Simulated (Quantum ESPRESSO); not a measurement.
Here is a Quantum ESPRESSO 7.5 calculation.

Contents of pw.in:

```
&CONTROL
  calculation = 'scf'
  prefix = 'pwscf'
  outdir = './tmp'
  pseudo_dir = './pseudo'
  tprnfor = .true.
  tstress = .true.
  disk_io = 'nowf'
/
&SYSTEM
  ibrav = 0
  nat = 2
  ntyp = 2
  ecutwfc = 70
  nbnd = 22
  occupations = 'smearing'
  smearing = 'fd'
  degauss = 0.00367493
/
&ELECTRONS
  conv_thr = 4d-10
  electron_maxstep = 120
  mixing_beta = 0.5
/
ATOMIC_SPECIES
Te   127.6000 Te_ONCV_PBE-1.2.upf
Sn   118.7100 Sn_ONCV_PBE-1.2.upf
CELL_PARAMETERS angstrom
   0.0000000000    3.1508500000    3.1508500000
   3.1508500000    0.0000000000    3.1508500000
   3.1508500000    3.1508500000    0.0000000000
ATOMIC_POSITIONS crystal
Te     0.5000000000    0.5000000000    0.5000000000
Sn     0.0000000000    0.0000000000    0.0000000000
K_POINTS automatic
6 6 6 0 0 0
```

Potentials or basis: SG15 PBE 1.2.

Run with:

```bash
$ OMP_NUM_THREADS=2 pw.x -in pw.in > pw.out
```

(1) What does it give for the band gap on the k mesh?

(2) What does it give for the pressure?

Answers

(1) 0.10 eV, direct.

(2) 2.3 GPa.

Caveat: spin-orbit coupling is left out, which moves the levels of the heavy elements.

**Measured values to compare with.**

From a printed reference work, textbook, for a bulk crystal of SnTe at 300 K: band gap 0.18 eV (direct).

Measured gap of SnTe: 0.18 eV (direct; 300 K; a printed reference work, textbook). This calculation gives 0.10 eV (-0.08 eV). Spin-orbit coupling on Sn, Te is left out. The value is that of PBE on a finite k mesh, which can miss the band edges, without temperature or zero-point motion. Semilocal functionals fall short of measured gaps as a rule.
